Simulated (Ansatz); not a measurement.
# Preparing MgCdC2O6 (R-3) as a host crystal

Aim: the runs on the perfect crystal MgCdC2O6 (R-3) that a defect calculation needs first.

Method: plane-wave PAW DFT, PBEsol; relaxation of the host's cell and atoms, in the first sound run; inputs show where later runs differ, in Ansatz 0.2.0.

This is a report of a sequence of runs, with most program output left out.

## 1. Starting point

It takes space group R-3 (No. 148, trigonal). The conventional cell has a = 4.858 Å, b = 4.858 Å, c = 15.766 Å, α = 90.00°, β = 90.00°, γ = 120.00°. Nearest to Mg lie 6 O at 2.11 Å. Nearest to Cd lie 6 O at 2.36 Å. C has 3 O at 1.30 Å nearest. O has 1 C at 1.30 Å and 1 Mg at 2.11 Å and 1 Cd at 2.36 Å nearest. Farther neighbours and most contacts between anions are not listed.

## 2. Host cell relaxation

Lattice and positions are set free, within the symmetry that the program keeps.

Input file cell/input.yaml:

```yaml
crystal:
  lattice:
    - [2.428955, 1.4023579, 5.2551924]
    - [-2.428955, 1.4023579, 5.2551924]
    - [0.0, -2.8047157, 5.2551924]
  atoms:
    - { symbol: Mg, position: [0.5, 0.5, 0.5] }
    - { symbol: Cd, position: [1.0, 0.0, 0.0] }
    - { symbol: C, position: [0.244779, 0.244779, 0.244779] }
    - { symbol: C, position: [0.755221, 0.755221, 0.755221] }
    - { symbol: O, position: [0.495228, 0.96402, 0.276535] }
    - { symbol: O, position: [0.96402, 0.276535, 0.495228] }
    - { symbol: O, position: [0.276535, 0.495228, 0.96402] }
    - { symbol: O, position: [0.504772, 0.03598, 0.723465] }
    - { symbol: O, position: [0.03598, 0.723465, 0.504772] }
    - { symbol: O, position: [0.723465, 0.504772, 0.03598] }
basis:
  ecutwfc: 420
  xc_grid: 2
hamiltonian:
  xc: pbesol
kpoints:
  mp_grid: { grid: [7, 7, 7] }
scf:
  occupations: { method: fixed }
  max_iter: 100
relax:
  f_tol: 0.005
  max_steps: 60
  cell: {}
output:
  forces: true
  stress: true
checkpoint:
  write: "../cell.run"
  compress: false
  write_wavefunctions: false
  write_every: 100000
```

On the command line:

```console
$ ansatz run input.yaml --threads 4 --pin off --max-ram 7536MiB --backend cpu --events-out ev --progress --plain --runs-dir out
```

Elapsed: 28 s, on 4 threads of Intel Xeon 6975P-C (Granite Rapids), shared host; peak memory 0.72 GiB.

The steps of the relaxation:

```csv
step,energy less that of the first step (eV),largest force component (eV/Å),pressure (GPa),volume (Å³)
1,0.0000,0.3163,-5.24,107.40
2,-0.0817,0.3097,-0.60,103.19
3,-0.0874,0.4006,0.26,102.81
4,-0.0922,0.0201,-0.18,103.24
5,-0.0928,0.0110,-0.05,103.15
6,-0.0930,0.0032,0.00,103.10
7,-0.0750,0.0019,-0.30,103.10
8,-0.0766,0.0022,-0.02,102.85
9*,-0.0752,0.0021,-0.03,102.85
```

Relaxation steps marked * repeat the geometry before them on a plane-wave basis chosen anew for their cell, so energy and pressure can jump there. The log counts 2 steps on a newly chosen plane-wave basis, not all of them marked here; energy and pressure can jump at such steps.

The run keeps the 6 symmetry operations that it works with, so distortions that break them were not tested.

```csv
"conventional cell, symmetrised",before,after,change
a (Å),4.858,4.794,-1.3 %
b (Å),4.858,4.794,-1.3 %
c (Å),15.766,15.500,-1.7 %
volume (Å³/atom),10.74,10.28,-4.2 %
```

The atoms that moved most (Å, as changes of fractional coordinates times the final cell):

```csv
atom,dx,dy,dz,length
O5,0.011,0.017,0.004,0.021
O10,0.020,-0.001,-0.004,0.021
O7,-0.020,0.001,0.004,0.021
O9,-0.010,0.018,-0.004,0.021
O8,-0.011,-0.017,-0.004,0.021
O6,0.010,-0.018,0.004,0.021
C4,0.000,0.000,-0.006,0.006
C3,0.000,0.000,0.006,0.006
```

Numbers from this step:

| Property | Result |
| --- | --- |
| pressure | -0.03127 GPa |

The relaxation ends with a largest force component of 0.0021 eV/Å and a pressure of -0.03 GPa.

## 3. Dielectric tensors of the host

The response to a uniform electric field gives the electronic dielectric tensor.

This step: plane-wave PAW DFPT, PBEsol; dielectric tensors, Born charges and zone-centre modes of the host (Ansatz 0.2.0).

Input file eps/input.yaml:

```yaml
crystal:
  lattice:
    - [2.397104362, 1.3839688651, 5.1667910148]
    - [-2.397104362, 1.3839688651, 5.1667910148]
    - [0.0, -2.7679376809, 5.166791028]
  atoms:
    - { symbol: Mg, position: [0.5, 0.5, 0.5] }
    - { symbol: Cd, position: [1.0, 0.0, 0.0] }
    - { symbol: C, position: [0.2451544734, 0.2451544734, 0.2451544734] }
    - { symbol: C, position: [0.7548455266, 0.7548455266, 0.7548455266] }
    - { symbol: O, position: [0.4998109539, 0.9641487327, 0.272602738] }
    - { symbol: O, position: [0.9641487327, 0.272602738, 0.4998109539] }
    - { symbol: O, position: [0.272602738, 0.4998109539, 0.9641487327] }
    - { symbol: O, position: [0.5001890461, 0.0358512673, 0.727397262] }
    - { symbol: O, position: [0.0358512673, 0.727397262, 0.5001890461] }
    - { symbol: O, position: [0.727397262, 0.5001890461, 0.0358512673] }
basis:
  ecutwfc: 420
hamiltonian:
  xc: pbesol
kpoints:
  mp_grid: { grid: [6, 6, 6] }
scf:
  occupations: { method: fixed }
  max_iter: 100
phonons:
  method: dfpt
  dielectric: true
  rigid_motions: translations
```

Run time: 4 min. Hardware: 4 threads; peak memory 2.4 GiB.

Electronic dielectric tensor:

```
3.41 0.00 0.00
0.00 3.41 0.00
0.00 0.00 2.62
```

Static dielectric tensor:

```
8.69 0.00 0.00
0.00 8.69 0.00
0.00 0.00 7.25
```

The principal values of the electronic dielectric tensor are 2.62, 3.41 and 3.41. The principal values of the static dielectric tensor are 7.25, 8.69 and 8.69.

## 4. Primitive cell on a dense mesh

A dense mesh gives the host's converged energy, against which the supercell's sampling is tested.

This step: plane-wave PAW DFT, PBEsol; single point of the host's primitive cell on a dense mesh (Ansatz 0.2.0).

dense/input.yaml, as its differences from eps/input.yaml of step 3:

```diff
@@ -18,2 +18,3 @@
   ecutwfc: 420
+  xc_grid: 2
 hamiltonian:
@@ -21,9 +22,5 @@
 kpoints:
-  mp_grid: { grid: [6, 6, 6] }
+  mp_grid: { grid: [7, 7, 7] }
 scf:
-  occupations: { method: fixed }
-  max_iter: 100
-phonons:
-  method: dfpt
-  dielectric: true
-  rigid_motions: translations
+  occupations: { method: fermi_dirac, width: 0.01 }
+  max_iter: 80
```

It took 3 s on 4 threads; peak memory 0.65 GiB; 11 s of CPU time.

## 5. Self-consistent run

This step: plane-wave PAW DFT, PBEsol; single point of the defect-free supercell, a test of its k-points (Ansatz 0.2.0).

System of this step: MgCdC2O6 (R-3). The cell holds 80 atoms: 8 Mg, 8 Cd, 16 C and 48 O. Its edges and angles: a = 11.723 Å, b = 11.723 Å, c = 11.723 Å, α = 48.3°, β = 48.3°, γ = 48.3°.

Input file pristine.sampling/input.yaml:

```yaml
crystal:
  lattice:
    - [4.794208724, 2.7679377301, 10.3335820296]
    - [-4.794208724, 2.7679377301, 10.3335820296]
    - [0.0, -5.5358753619, 10.333582056]
  atoms:
    - { symbol: Mg, position: [0.25, 0.25, 0.25] }
    - { symbol: Cd, position: [0.0, 0.0, 0.0] }
    - { symbol: C, position: [0.1225772367, 0.1225772367, 0.1225772367] }
    - { symbol: C, position: [0.3774227633, 0.3774227633, 0.3774227633] }
    - { symbol: O, position: [0.249905477, 0.4820743664, 0.136301369] }
    - { symbol: O, position: [0.4820743664, 0.136301369, 0.249905477] }
    - { symbol: O, position: [0.136301369, 0.249905477, 0.4820743664] }
    - { symbol: O, position: [0.250094523, 0.0179256337, 0.363698631] }
[... 68 atom lines left out ...]
    - { symbol: O, position: [0.636301369, 0.749905477, 0.9820743664] }
    - { symbol: O, position: [0.750094523, 0.5179256336, 0.863698631] }
    - { symbol: O, position: [0.5179256336, 0.863698631, 0.750094523] }
    - { symbol: O, position: [0.863698631, 0.750094523, 0.5179256336] }
basis:
  ecutwfc: 420
  xc_grid: 2
hamiltonian:
  xc: pbesol
kpoints:
  mp_grid: { grid: [1, 1, 1], shift: [0.25, 0.25, 0.25] }
scf:
  occupations: { method: fermi_dirac, width: 0.01 }
  max_iter: 80
```

It took 5.7 s on 4 threads; peak memory 1.9 GiB; 19 s of CPU time.

Numbers from this step:

| Property | Result |
| --- | --- |
| energy over dense mesh | 0.007729 eV/atom |

## 6. Defect free supercell relaxed from its symmetric sites

This cell, the one that will hold the defects, is built from the relaxed host. Its coarser k-points can move the atoms a little, so it is relaxed from the symmetric sites, as the reference for the test of stability.

This step: plane-wave PAW DFT, PBEsol; relaxation of the defect-free supercell from its symmetric sites (Ansatz 0.2.0).

pristine.symmetric/input.yaml, as its differences from pristine.sampling/input.yaml of step 5:

```diff
@@ -96 +96,12 @@
   max_iter: 80
+output:
+  forces: true
+relax:
+  f_tol: 0.01
+  max_steps: 60
+  escape_saddle: false
+checkpoint:
+  write: "../pristine.symmetric.run"
+  compress: false
+  write_wavefunctions: false
+  write_every: 100000
```

The job ended after 10 s (4 threads; peak memory 1.9 GiB).

Hardly anything moved in the relaxation; the energy changed by under 0.2 meV an atom.

## 7. Defect free supercell relaxed from displaced atoms

This step: plane-wave PAW DFT, PBEsol; relaxation of the defect-free supercell from random displacements, a test of the host's stability (Ansatz 0.2.0).

pristine.rattled/input.yaml, as its differences from pristine.symmetric/input.yaml of step 6:

```diff
@@ -100,6 +100,6 @@
   f_tol: 0.01
-  max_steps: 60
-  escape_saddle: false
+  max_steps: 120
+  random_displacement: { amplitude: 0.08, seed: 576 }
 checkpoint:
-  write: "../pristine.symmetric.run"
+  write: "../pristine.rattled.run"
   compress: false
```

Elapsed: 52 s, on 4 threads; peak memory 2 GiB.

Step by step:

```csv
step,energy less that of the first step (eV),largest force component (eV/Å)
1,0.0000,6.7954
2,-2.7463,2.9952
3,-5.2594,0.0801
4,-5.2737,0.0058
5,-5.2737,0.0058
```

The relaxation ends 66 meV an atom lower than the displaced start, with a largest force component of 0.0058 eV/Å.

## 8. What came out

```yaml
primitive_cell_vectors_lengths: 5.862, 5.862, 5.862 Å
electronic_dielectric_constant: principal values (2.62, 3.41, 3.41)
static_dielectric_constant: principal values (7.25, 8.69, 8.69)
gap_on_the_k_mesh_of_the_response_run_pbesol: 3.73 eV
supercell_relaxed_in_its_symmetry_less_the_displaced_and_relaxed_one: 0.000 eV
energy_an_atom_at_one_point_at_less_that_on_the_dense_mesh: 0.008 eV
```

In words: Step 7: The energy fell by 5.274 eV from the randomly displaced start; the atoms end within 0.005 Å of the sites as typed, once the mean shift is taken out. The displaced cell ends within 0.01 eV of the symmetric one relaxed in its symmetry, so no lower structure shows in this supercell. The k-mesh can miss the band edges, so this gap is an upper bound at this level. All at zero temperature.

[Logs are printed without paths, hosts, clocks, repeated set-up lines and the standing remarks that a program may print on its own settings, such as how far it seeks lower states.]

[Hosts, paths, dates, database ids (printed as entryN), source tags and the programs' standing remarks are cut or masked in the printed files.]

[Runs of the host that timed out are not shown.]

[For some hosts the program warned that the k-mesh of the response run may be too coarse for force constants and the static dielectric constant; such warnings are not always shown.]
